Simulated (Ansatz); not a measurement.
input.yaml (Ansatz)

```yaml
crystal:
  lattice:
    - [1.7151875573, 0.0, 0.0]
    - [-0.8575937786, 1.4853959969, 0.0]
    - [0.0, 0.0, 18.3282914819]
  atoms:
    - { symbol: B, position: [1.0, 1.0, 1.0] }
    - { symbol: B, position: [1.0, 1.0, 0.5] }
    - { symbol: B, position: [0.3333333333, 0.6666666667, 0.25] }
    - { symbol: B, position: [0.6666666667, 0.3333333333, 0.75] }
hamiltonian:
  xc: pbe
  pseudopotentials:
    kind: paw
    azcp:
      B: "pseudopotentials/B.paw.azcp"
basis:
  ecutwfc: 420
  fft_grid_basis: typed
kpoints:
  mp_grid: { grid: [23, 23, 2], shift: [0, 0, 0] }
magnetization:
  spin_polarized: false
scf:
  occupations: { method: fermi_dirac, width: 0.1 }
  lower_state_search: "off"
output:
  stress: true
  write_density: true
  write_potential: true
  elf: true
  volumetric_format: npy
```

Terminal output

```
Engine: ansatz 0.2.0, x86_64-unknown-linux-gnu
Pseudopotentials: kind: paw
Pseudopotential: B, paw, valence charge 3, recommended cutoff 420 eV (normal) 
Functional definition: PBE
  parameter kappa = 0.804
  parameter beta = 0.06672455060314922
  exchange = pbe_x(kappa = kappa, mu = beta*pi^2/3)
  correlation = pbe_c(beta = beta)
Crystal: 4 atoms, lattice volume = 46.696 Å³
Basis set: ecut = 420 eV, 883 PW (Γ)
Bands: 10, of which v1, the nominal top of the filled ones, is band 6 counted from 1 (5 counted from 0)
Symmetry: 24 space group operations
Space group: P63/mmc (ITA 194), of the structure as read, at distance tolerance 3.6e-5 Å
k-points: 112 of 1058
Non-local potential: B, projectors of the file, l = 0: 2, l = 1: 2, l = 2: 1
PAW form: soft (Blöchl's): semilocal exchange-correlation on the pseudo side does not see the compensation charge
PAW one-centre angular grid: B, 110 points (default); XC on 64 Gauss nodes
Initial density: superposition of atomic densities (neutral atoms: chi_scale 0, normalization atom), corrected by the library's trained network
Initial wavefunctions: pseudopotential atomic-orbital guess
Functional: x = pbe(κ = 0.804, μ = 0.2195149727645171), c = pbe(β = 0.06672455060314922)
SCF iter   1: F=—  HF=-620.892420 eV  |F-HF|=—  |Δ(HF+E_count)|=         —  Δρ=1.84e-2  dr2=1.94e-1  ethr=1.77e-3  ⟨swp⟩=5.9  Hψ=7649  notcnv=0
SCF iter   2: F=—  HF=-620.818162 eV  |F-HF|=—  |Δ(HF+E_count)|=   7.43e-2  Δρ=3.97e-3  dr2=5.65e-3  ethr=1.61e-3  ⟨swp⟩=3.1  Hψ=3063  notcnv=0  defer=12
SCF iter   3: F=—  HF=-620.819651 eV  |F-HF|=—  |Δ(HF+E_count)|=   1.49e-3  Δρ=3.41e-4  dr2=5.06e-5  ethr=4.71e-5  ⟨swp⟩=2.2  Hψ=1947  notcnv=0  defer=12
SCF iter   4: F=—  HF=-620.819753 eV  |F-HF|=—  |Δ(HF+E_count)|=   1.02e-4  Δρ=3.99e-5  dr2=6.25e-7  ethr=4.22e-7  ⟨swp⟩=2.1  Hψ=1819  notcnv=0  defer=12
iter 5 did not close the SCF: its close was put off for the readings that it lacked (scf_convergence_deferred on its scf_iter line)
SCF iter   5: F=-620.819755 eV  HF=-620.819755 eV  |F-HF|=7.10e-10  |Δ(HF+E_count)|=   1.06e-6  Δρ=2.27e-6  dr2=2.04e-9  ethr=5.21e-9  ⟨swp⟩=2.6  Hψ=1927  notcnv=0  defer=12
SCF iter   6: F=-620.819755 eV  HF=-620.819755 eV  |F-HF|=4.77e-12  |Δ(HF+E_count)|=   1.00e-9  Δρ=1.14e-7  dr2=1.25e-11  ethr=1.70e-11  ⟨swp⟩=6.7  Hψ=7243  notcnv=0
SCF 1 converged in 6 iterations: F = -620.819755 eV  dr2 = 1.25e-11
SCF converged after 6 iterations
Free energy (F): -620.819755 eV
Harris-Foulkes:  -620.819755 eV  (|F-HF|=4.77e-12)
Internal energy: -620.791314 eV  (E = F + TS)
E sigma→0 (E₀):  -620.805534 eV
Entropy (-TS):   -0.028440 eV (-7.110 meV/atom)
Fermi energy:    5.413376 eV
--- Per-component energies (eV) ---
  E_band       = -39.572534
  E_kinetic    = 202.957873
  E_local      = -427.329277  (includes V_loc(G=0)·N_el)
  E_nonlocal   = 42.145579
  E_hartree    = 152.680222
  E_xc         = -128.156645
  E_vxc        = -151.937145  (∫ρ·V_xc dr)
  E_paw        = -314.528909  (= ΣΔE_a)
  E_vpaw       = -10.770050  (= ΣTr[D̂ρ^β])
  E_aug_tail   = -0.000013  (compensation charges beyond the density's cutoff)
  E_ewald      = -148.560144
  E_smearing   = -0.028440  (= −TS)
  E_closure    = -0.000000  (closes the sum)
  Σ components = -620.819755   (vs F -620.819755, Δ=0.00e0)
--- Stress (GPa, compression-positive) ---
       -1.845616      -0.000000       0.000000
       -0.000000      -1.845616       0.000000
        0.000000       0.000000      -0.217314
  P = ⅓ Tr σ = -1.3028 GPa (-13.028 kbar)
--- Band table (eV; the first three rows and the last of 112) ---
  k-point 0: bands = ["-11.6559", "-11.6355", "-11.6355", "-11.6147", "-2.5223", "-2.3043", "-2.3041", "-2.0659", "7.1972", "8.4215"]
  k-point 1: bands = ["-11.6500", "-11.6500", "-11.6209", "-11.6209", "-2.4602", "-2.4602", "-2.1380", "-2.1380", "7.5190", "7.5190"]
  k-point 2: bands = ["-11.5701", "-11.5498", "-11.5498", "-11.5293", "-2.3982", "-2.1805", "-2.1804", "-1.9425", "7.3131", "8.5379"]
  k-point 111: bands = ["1.0849", "1.0849", "1.0869", "1.0869", "2.8858", "2.8858", "2.8864", "2.8864", "13.7923", "13.7923"]
```

Launched by

```sh
ansatz run input.yaml --threads 1 --pin off --max-ram 3584MiB --backend cpu --events-out ev --progress --plain --runs-dir out
```

On 1 thread of Intel(R) Xeon(R) Platinum 8259CL CPU @ 2.50GHz (Skylake/Cascade Lake) (shared host) this took about 5.5 s of wall time and 5.5 s of CPU time.
